Under a pressure of 1 GPa, about ten thousand atmospheres, a solid with a bulk modulus of 100 GPa loses about one per cent of its volume. The elemental solids below lie on both sides of that mark, from tens of GPa to a few hundred. Three explanations suggest themselves: stiff solids have small atoms, or densely packed valence electrons, or strong bonds.

Elemental solids computed with two builds of FLEUR (patched build s14 for copper, diamond and lonsdaleite; MaX-R8.1, later development tree, for the other six): all-electron LAPW DFT, RPBE functional, no dispersion correction, spin polarisation or spin–orbit coupling, Fermi-Dirac smearing of 0.05 eV. Distances are those of the input cells; the last three columns come from fits to energies at five volumes within 6% of the input volume, at fixed cell shape. The lattice is static, and the k-meshes and cutoffs are usual working values, not converged limits.

```
       system  space group  shortest distance (Å)    k-mesh  equilibrium volume (Å³/atom)  bulk modulus (GPa)  bulk modulus slope
   Sn (Fd-3m)        Fd-3m                   2.80     7x7x7                         38.25                29.7               5.500
   Ge (Fd-3m)        Fd-3m                   2.45     8x8x8                         24.60                53.1               4.870
     P (Cmce)         Cmce                   2.21     8x8x6                         21.57                63.8               4.400
   Al (Fm-3m)        Fm-3m                   2.86  11x11x11                         16.83                76.7               4.350
   Si (Fd-3m)        Fd-3m                   2.36     8x8x8                         20.81                85.0               4.270
   Cu (Fm-3m)        Fm-3m                   2.56  13x13x13                         12.32               121.9               6.120
Ru (P6_3/mmc)     P6_3/mmc                   2.65   11x11x6                         13.96               295.8               4.840
    C (Fd-3m)        Fd-3m                   1.54  13x13x13                          5.78               420.1               3.660
 C (P6_3/mmc)     P6_3/mmc                   1.54   12x12x7                          5.83               423.1               3.740
```

The bulk modulus B is the pressure needed per fractional loss of volume. The equilibrium volume V is counted per atom, and the bulk modulus slope B′ is the rate at which B grows with pressure. The hexagonal carbon in the last row is lonsdaleite, a close relative of diamond with four bonds per atom, and not graphite.

(a) Tin in its grey form, germanium, silicon and diamond share one crystal structure and have four valence electrons per atom. How much of the difference in stiffness between tin and diamond comes from the size of the atoms?

Solution. Near its minimum, the energy per atom E rises as a parabola. If the volume shrinks by a small fraction x, the cost is

ΔE = ½ (B V) x²

The product B V is therefore an energy per atom, which measures how strongly the solid resists a given relative compression. Since 1 eV/Å³ is 160 GPa, diamond has B V = 420 × 5.78 / 160 ≈ 15 eV, and tin has about 7 eV. Writing B as (B V)/V splits it into two factors: a small atom concentrates the same energy in less space. The split is one of arithmetic, since B V can itself depend on the size of the atom.

Diamond is 14 times as stiff as tin. Of this, a factor of 6.6 comes from the volume and only 2.1 from the energy B V. Size thus carries most of the trend in this family. The reason is standard chemistry: all four solids are held by the same kind of tetrahedral bond, while the heavier atoms have larger cores that keep the bonds long.

The factor of 14 is itself somewhat inflated. The functional, RPBE, is known to expand and soften such solids, and the minima of tin and germanium lie about 7% and 2.5% beyond the largest volumes computed for them. At the volumes of the input cells, which are close to the measured ones and lie inside the computed range, diamond is only 8 times as stiff as tin. The volume then accounts for a factor of 6.0, which leaves 8.05 / 5.96 ≈ 1.35 for the energy, so the case for size becomes stronger.

A least-squares straight line through ln B against ln V for these four solids gives B proportional to V to the power −1.4. When each solid is predicted from the other three, the typical error is about 25%. In terms of bond length the power is −4.2, or −3.6 at the input cells, where it comes close to the −3.5 of Cohen's empirical rule. A power that shifts so much with the choice of volume can't reveal the mechanism by itself.

(b) With four valence electrons per atom throughout the family, a smaller volume also means a denser packing of these electrons. Is electron density the real cause? Use ruthenium and copper to decide.

Solution. The idea is tempting, because electrons resist being crowded: their kinetic energy rises when they are confined. To test it, keep the line from part (a), but enter the volume that holds four valence electrons in place of the volume per atom. For the diamond-type solids the two are the same, so only other solids can tell the two explanations apart.

Take ruthenium, which was not used for the line. It has eight valence electrons in 13.96 Å³, so four of them occupy 13.96 × 4/8 = 6.98 Å³. At diamond's volume of 5.78 Å³ the line gives 434 GPa, and hence for ruthenium

B ≈ 434 GPa × (5.78 / 6.98)^1.4 ≈ 333 GPa

The computed modulus is 296 GPa, so the estimate is 13% too high. The volume per atom alone would have given 127 GPa, less than half the computed value. Up to this point, electron density looks like the better explanation.

Copper overturns it. With its ten d electrons and one s electron all counted, the density rule gives 619 GPa, five times the computed 122 GPa. With the s electron alone it gives 22 GPa, which is too low by a similar factor. Some count in between would reproduce the modulus, but a count chosen for that purpose explains nothing.

Squeezing a single solid shows the same weakness in another way. By the definition of B′, a loss of 1% in volume raises B by B′ per cent. Even diamond, which has the smallest slope in the table, stiffens by 3.7%, whereas the line through the family rises by only 1.4% for the same step in volume. Both steps crowd the valence electrons equally, yet the stiffness responds differently, so it can't be a function of their density alone. The same argument rules out the volume per atom as the only cause. A squeezed crystal is pushed up the repulsive side of its own energy curve, while a different element settles at a new balance of attraction and repulsion.

(c) Copper has a smaller volume per atom than ruthenium and a shorter distance between neighbours. Why is ruthenium nevertheless the stiffer metal, and what should one ask about an unfamiliar solid in order to guess its stiffness?

Solution. The volumes differ by only 12%, and in the wrong direction, so the cause must lie in the energy B V. It is 26 eV per atom for ruthenium and 9 eV for copper. Suppose that the energy curves of two solids have the same shape when plotted against relative volume and differ only in depth. Then B V is proportional to that depth, that is, to the strength of the bonding. Curves of one shape would also share one value of B′, and the table shows different ones, so this is only a rough guide.

The established explanation for the difference in bonding is the filling of the d band. When atoms come together, their d levels spread into a band of some width W. States in its lower half bind the atoms, and states in its upper half weaken the binding. For a band of uniform density that holds N electrons out of ten, adding up the occupied levels gives an energy gain of

W N (10 − N) / 20

The limiting cases tell the story. An empty band gives no gain, and neither does a full one, because the binding and the weakening states cancel. The gain is greatest at half filling, where N (10 − N) is 25. Ruthenium, with about seven d electrons, still reaches 21, while copper, with ten, has nothing left of this contribution.

The table contains an example of each case. Aluminium has no d electrons in its valence shell, copper has a full d shell and ruthenium a partly filled one. Their energies B V are 8, 9 and 26 eV, so the two metals at the ends of the filling resemble each other and the one in between stands out. Three metals with different numbers of s and p electrons can't establish the d-band picture, but they agree with it. The density rule's overestimate for copper now makes sense as well: it counted ten d electrons that crowd the metal but add little to its bonding.

For an unfamiliar solid, the first question is how much volume an atom occupies. Taking B V as 10 eV per atom gives a quick estimate,

B ≈ 1600 GPa / V, with V in Å³

For eight of the nine solids this comes within a factor of about 1.5 of the computed modulus. Ruthenium is the exception, being 2.6 times as stiff as the estimate. The second question is therefore whether the solid has a d band near half filling, in which case the estimate should be raised. In ruthenium's row of the periodic table, the measured stiffness does fall from ruthenium through rhodium and palladium to silver, as the d band fills up. In copper's own row, magnetism disturbs the pattern. Weakly bound solids, such as the alkali metals or crystals of separate molecules, are known to lie far below the estimate, which was chosen to suit the solids in the table.

The third question is whether the crystal is equally strong in all directions. Phosphorus is built of layers, and here it was compressed at fixed shape, so that the strong bonds within the layers had to shrink along with the soft gaps between them. A real crystal under pressure closes the gaps first and is known to be much softer than the 64 GPa in the table. For a layered material, then, a modulus computed at fixed shape should not be used to predict how it yields to pressure. Freeing the shape would not be enough here, because RPBE without a dispersion correction leaves out an attraction that helps to hold the layers together.
